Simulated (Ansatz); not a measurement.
## Ligand exchange: C4H8 + GeH2(SH)2 → C3H6S + GeH2(CH3)(SH)

Species: C4H8 (1-butene) `C=CCC`, singlet; GeH2(SH)2, singlet; C3H6S (allyl mercaptan) `C=CCS`, singlet; GeH2(CH3)(SH), singlet. The partners trade CH3 for SH: C–CH3 and Ge–SH bonds give way to C–SH and Ge–CH3.

Shapes, held fixed at every level: PBE0-D4/def2-TZVP. Flexible molecules stand in one conformer, not always the lowest. Programs: Ansatz 0.2.0. The zero-point and thermal change to 298 K, harmonic and unscaled (PBE0-D4/def2-TZVP), is -3.8 kJ/mol.

Question: Estimate ΔH(298 K) of this reaction.

Answer: The highest level, CCSD(T)/def2-TZVPP, gives ΔH(298 K) = +61.2 kJ/mol; the levels span +61.2 to +72.4. The column of differences is taken from that level and isn't an error. No measured value is set beside it here. Relativity is left out for Ge. Outer-core shells of Ge are correlated in most correlated rows, in sets that cover them unevenly. Times are processor times on shared x86 and Arm servers, and rough.

| level | kind | ΔH(298 K) (kJ/mol) | less CCSD(T)/def2-TZVPP | CPU time (sum over the molecules) |
| --- | --- | --- | --- | --- |
| SPW92/def2-TZVPP | LDA | +63.9 | +2.7 | 8.4 s |
| r2SCAN-D4/def2-TZVPP | meta-GGA | +65.0 | +3.8 | 31 s |
| B3LYP-D4/def2-TZVPP | global hybrid | +64.0 | +2.8 | 30 s |
| wB97M-V/def2-TZVPP | range-separated hybrid | +62.6 | +1.4 | 72 s |
| wB97X-V/def2-TZVPP | range-separated hybrid | +62.4 | +1.2 | 50 s |
| MP2/def2-SVP | perturbation theory | +72.4 | +11.2 | – |
| MP2/def2-TZVPP | perturbation theory | +61.2 | 0.0 | – |
| CCSD(T)/def2-TZVPP | coupled cluster or CI | +61.2 | 0.0 | 6.4 min |

The exchange is clearly endothermic at every level, and the small thermal term shows that the cost is electronic: carbon holds on to methyl and germanium to thiolate. Carbon's compact orbitals overlap better with another carbon than with the larger, more diffuse orbitals of sulfur, while the more electropositive germanium gains from a polar bond to sulfur, probably helped by some lone-pair donation into its σ* orbitals. The allylic position is kept on both sides, so its influence should largely cancel.

With the number of bonds conserved and all species closed-shell, even the local functional lies close to coupled cluster. The outlier is MP2 in the small basis, which falls from +72.4 to +61.2 kJ/mol in the larger one, probably because polarisation and correlation around sulfur and germanium are then better described. MP2 and CCSD(T) coincide in that larger basis, so correlation beyond second order has little net effect here, but their agreement doesn't establish that the basis-set limit has been reached.
